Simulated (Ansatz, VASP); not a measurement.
## One calculation of WC, two programs

INCAR

```
PREC = Accurate ; ENCUT = 520
EDIFF = 1E-7 ; ISMEAR = -1
SIGMA = 0.05 ; LREAL = F
LASPH = T ; NELM = 60
ALGO = Normal ; ISIF = 2
LWAVE = F ; LCHARG = F
GGA = PE ; NBANDS = 16
```

Contents of KPOINTS:

```
Automatic mesh
0
Gamma
  10 10 10
```

File POSCAR:

```
WC
1.0
    0.0000000000      2.1926840000      2.1926840000
    2.1926840000      0.0000000000      2.1926840000
    2.1926840000      2.1926840000      0.0000000000
W C
1 1
Direct
    0.0000000000      0.0000000000      0.0000000000
    0.5000000000      0.5000000000      0.5000000000
```

input.yaml

```yaml
crystal:
  lattice:
    - [0.0, 2.192684, 2.192684]
    - [2.192684, 0.0, 2.192684]
    - [2.192684, 2.192684, 0.0]
  atoms:
    - { symbol: W, position: [0.0, 0.0, 0.0] }
    - { symbol: C, position: [0.5, 0.5, 0.5] }
hamiltonian:
  xc: pbe
  pseudopotentials: { kind: paw }
kpoints:
  mp_grid: { grid: [10, 10, 10] }
  band_path:
    path:
      - [[0.0, 0.0, 0.0], [0.5, 0.0, 0.5], [0.5, 0.25, 0.75], [0.375, 0.375, 0.75], [0.0, 0.0, 0.0], [0.5, 0.5, 0.5], [0.625, 0.25, 0.625], [0.5, 0.25, 0.75], [0.5, 0.5, 0.5], [0.375, 0.375, 0.75]]
      - [[0.625, 0.25, 0.625], [0.5, 0.0, 0.5]]
    npoints: 14
scf:
  occupations: { method: fermi_dirac, width: 0.05 }
  n_extra_bands: 6
output:
  forces: true
  stress: true
  eigenvalues: true
  fatbands: false
  write_density: true
  write_potential: true
  elf: true
  volumetric_format: npy
```

Measurements of this composition are mostly on another form, of space group No. 187.

Alike in both runs: functional PBE; k mesh 10 × 10 × 10; occupations fermi-dirac, width 0.05 eV; no spin polarisation.

|  | VASP | Ansatz |
| --- | --- | --- |
| version | VASP 6.6.1 | Ansatz 0.2.0 |
| potentials or method | VASP PAW PBE potentials, release 64 (W_sv, C) | Ansatz PAW |
| plane-wave cutoff (eV) | 520 | 420 |
| valence electrons in the cell | 18 | 18 |
| task | single point | band structure |

VASP gave:

- gap on the k mesh at the Fermi level (eV): none
- pressure (GPa): -0.6

**Question.** What did Ansatz give for the same quantities?

**Answer.** gap on the k mesh at the Fermi level (eV): none; pressure (GPa): -1.5.

A gap of «none» marks a metal or a gap that the smearing closes. The functional is the same, so the differences come from potentials, cutoffs and numerics.

Caveats: the pressure holds a Pulay correction of +0.3 GPa for the finite cutoff (Ansatz); spin-orbit coupling is left out, which moves the levels of the heavy elements (Ansatz). Spin-orbit coupling is left out, which matters for the levels of W.
